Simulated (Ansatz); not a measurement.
# Bi: band structure with LDA+D3(BJ)

Crystal: Bi.

```
Bi
1.0
    -1.98143    1.98143    1.98143
     1.98143   -1.98143    1.98143
     1.98143    1.98143   -1.98143
Bi
1
Direct
  0.00000 0.00000 0.00000
```

This isn't the form of Bi at room conditions, which is rhombohedral.

```yaml
Program: Ansatz 0.2.0
Task: band structure
Functional: LDA
Dispersion: D3(BJ)
Potentials_or_basis: Ansatz PAW
Cutoff: "420 eV (not typed: the program's choice for these potentials)"
k_mesh: 9 × 9 × 9
Occupations: gaussian, width 0.05 eV
Spin: no spin polarisation
Path: "[[\"G\", \"H\", \"N\", \"G\", \"P\", \"H\"], [\"P\", \"N\"]]"
Points_for_each_segment_of_the_path: 14
```

| Property | Result |
| --- | --- |
| Pressure | -5.9 GPa |
| Band gap on the k mesh | none (metal or under the smearing width) |

Levels at the corners of the path, in eV from the Fermi level:
```tsv
point	band 5	band 6	band 7	band 8	band 9	band 10
Γ	-22.76	-13.55	5.05	5.05	5.05	9.18
H	-22.70	-8.46	-1.80	-1.80	-1.80	3.64
N	-22.68	-10.53	-5.04	1.54	3.43	6.05
Γ	-22.76	-13.55	5.05	5.05	5.05	9.18
P	-22.77	-10.01	-2.31	-2.31	-2.31	14.98
H	-22.70	-8.46	-1.80	-1.80	-1.80	3.64
P	-22.77	-10.01	-2.31	-2.31	-2.31	14.98
N	-22.68	-10.53	-5.04	1.54	3.43	6.05
```

It took 1.9 s on 1 thread of Intel(R) Xeon(R) Platinum 8375C CPU @ 2.90GHz (Ice Lake), on a shared host, peak memory 0.32 GiB.

Caveat: spin-orbit coupling is left out, which moves the levels of the heavy elements; pairwise dispersion overbinds metals, which lowers pressure and volume; the PAW data sets come from PBE, with cores solved anew for the run's functional, which leaves a small shift of forces and pressure; the dispersion damping was fitted for another functional or another form of the correction.
